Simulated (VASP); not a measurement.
SnTe in VASP 6.6.1, single-point calculation

INCAR

```
LASPH = .TRUE.
LCHARG = .FALSE.
NELM = 88
SIGMA = 0.02
NBANDS = 17
LREAL = .TRUE.
IBRION = -1
LWAVE = .FALSE.
ENCUT = 520
GGA = PE
PREC = Accurate
ISIF = 2
NSW = 0
ALGO = Damped
ISMEAR = -1
EDIFF = 1E-7
TIME = 0.5
```

KPOINTS

```
KPOINTS created by Atomic Simulation Environment
0
Gamma
12 12 12
0 0 0
```

POSCAR

```
Sn Te
 1.0000000000000000
     0.0000000000000000    3.3076796275999998    3.3076796275999998
     3.3076796275999998    0.0000000000000000    3.3076796275999998
     3.3076796275999998    3.3076796275999998    0.0000000000000000
 Sn  Te
   1   1
Cartesian
  0.0000000000000000  0.0000000000000000  0.0000000000000000
  3.3076796275999998  3.3076796275999998  3.3076796275999998
```

The recommended PBE PAW datasets give the neutral cell 20 valence electrons.

Command

```
mpirun -np 1 vasp_std
```

Problem. Predict the outcome of this run.

Solution. It converged. Results: gap between bands v and c on the k mesh 0.29 eV; least direct gap on the k mesh 0.29 eV; pressure -3.2 GPa. Band v is the last that the valence electrons fill when counted band by band, and c is the next.

OSZICAR

```
N       E                     dE             d eps       ncg     rms           ort
DAV:   1     0.176248838162E+03    0.17625E+03   -0.84479E+03  1224   0.144E+03
DAV:   2     0.432412367971E+02   -0.13301E+03   -0.12974E+03  1224   0.344E+02
DAV:   3     0.616279964145E+01   -0.37078E+02   -0.36077E+02  1224   0.165E+02
DAV:   4    -0.524693790843E+01   -0.11410E+02   -0.11247E+02  1224   0.919E+01
DAV:   5    -0.723980514677E+01   -0.19929E+01   -0.19754E+01  1224   0.344E+01
SDA:   6    -0.707999460569E+01    0.15981E+00   -0.46485E+00  1224   0.930E+00   0.000E+00
DMP:   7    -0.737655370870E+01   -0.29656E+00   -0.17187E+00  1224   0.261E+00   0.249E+00
DMP:   8    -0.746260079653E+01   -0.86047E-01   -0.35825E-01  1224   0.755E-01  -0.114E-01
DMP:   9    -0.748201780607E+01   -0.19417E-01   -0.13273E-01  1224   0.268E-01  -0.820E-03
DMP:  10    -0.749117167966E+01   -0.91539E-02   -0.68613E-02  1224   0.110E-01   0.827E-02
DMP:  11    -0.749543597329E+01   -0.42643E-02   -0.22792E-02  1224   0.355E-02   0.303E-02
DMP:  12    -0.749679977519E+01   -0.13638E-02   -0.54656E-03  1224   0.822E-03   0.813E-03
DMP:  13    -0.749711044782E+01   -0.31067E-03   -0.19155E-03  1224   0.339E-03   0.134E-03
DMP:  14    -0.749720834909E+01   -0.97901E-04   -0.51224E-04  1224   0.973E-04   0.154E-04
DMP:  15    -0.749723791369E+01   -0.29565E-04   -0.21645E-04  1224   0.386E-04   0.142E-04
DMP:  16    -0.749725066905E+01   -0.12755E-04   -0.70433E-05  1224   0.125E-04   0.472E-05
DMP:  17    -0.749725471904E+01   -0.40500E-05   -0.27437E-05  1224   0.454E-05   0.285E-05
DMP:  18    -0.749725620252E+01   -0.14835E-05   -0.12085E-05  1224   0.196E-05   0.137E-05
DMP:  19    -0.749725710268E+01   -0.90017E-06   -0.45526E-06  1224   0.605E-06   0.916E-06
DMP:  20    -0.749725745901E+01   -0.35632E-06   -0.13470E-06  1224   0.188E-06   0.246E-06
DMP:  21    -0.749725751407E+01   -0.55065E-07   -0.46064E-07  1224   0.648E-07   0.821E-07
   1 F= -.74972575E+01 E0= -.74972570E+01  d E =-.110701E-05
```

Standard output (part)

```
POSCAR found type information on POSCAR SnTe
 POSCAR found :  2 types and       2 ions
|     You have a (more or less) 'small supercell' and for smaller cells       |
|     it is recommended to use the reciprocal-space projection scheme!        |
|     The real-space optimization is not efficient for small cells and it     |
|     is also less accurate ...                                               |
|     Therefore, set LREAL=.FALSE. in the INCAR file.                         |
|     The real-space projection scheme for the treatment of the non-local     |
|     real-space optimization of all non-local projectors! BE WARNED that     |
|     a calculation using the real-space projection scheme together with      |
|     non-local projectors which were not real-space optimized (according     |
|     to the plane-wave cutoff used in this calculation) might give more      |
|     or less inaccurate results. I hope you know what you are doing.         |
 LDA part: xc-table for (Slater+PW92), standard interpolation
 POSCAR, INCAR and KPOINTS ok, starting setup
 WAVECAR not read
 entering main loop
 final diagonalization occupied
```

For comparison, a separate PBE run of the intended cell, on usual settings and not on those above, gives a gap of 0.29 eV on its mesh and a pressure of -3.1 GPa.
